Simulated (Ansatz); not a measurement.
KF (Carobbiite):

```
K F
1.0
     0.00000    2.67185    2.67185
     2.67185    0.00000    2.67185
     2.67185    2.67185    0.00000
K F
1 1
Direct
  0.00000 0.00000 0.00000
  0.50000 0.50000 0.50000
```

Program: Ansatz 0.2.0. Alike in all runs: task single point; cell as given. Hardware: 2 threads of Arm Neoverse V2 (shared host).

Problem. Order these runs on this cell by their wall time, lowest first.
A. level HSE03; potentials or basis JTH PAW LDA; spin collinear, ferromagnetic start; k mesh 5 × 5 × 5; cutoff (eV) 1500; smearing methfessel-paxton 0.025 eV; driver chain
B. level r2SCAN+rVV10; potentials or basis Ansatz PAW earlier set; spin collinear, ferromagnetic start; k mesh 9 × 9 × 9; cutoff (eV) 1050; smearing fermi-dirac 0.15 eV; driver chain
C. level LDA; potentials or basis JTH PAW LDA; spin off; k mesh 9 × 9 × 9; cutoff (eV) 1500; smearing tetrahedron

Solution. C (2.8 s), B (20 s), A (98 s).

Caveats: the starting moments weren't kept (some runs); with tetrahedron occupations forces and stress needn't match the slope of the energy (some runs).

Runs at the PBE level aren't shown here.
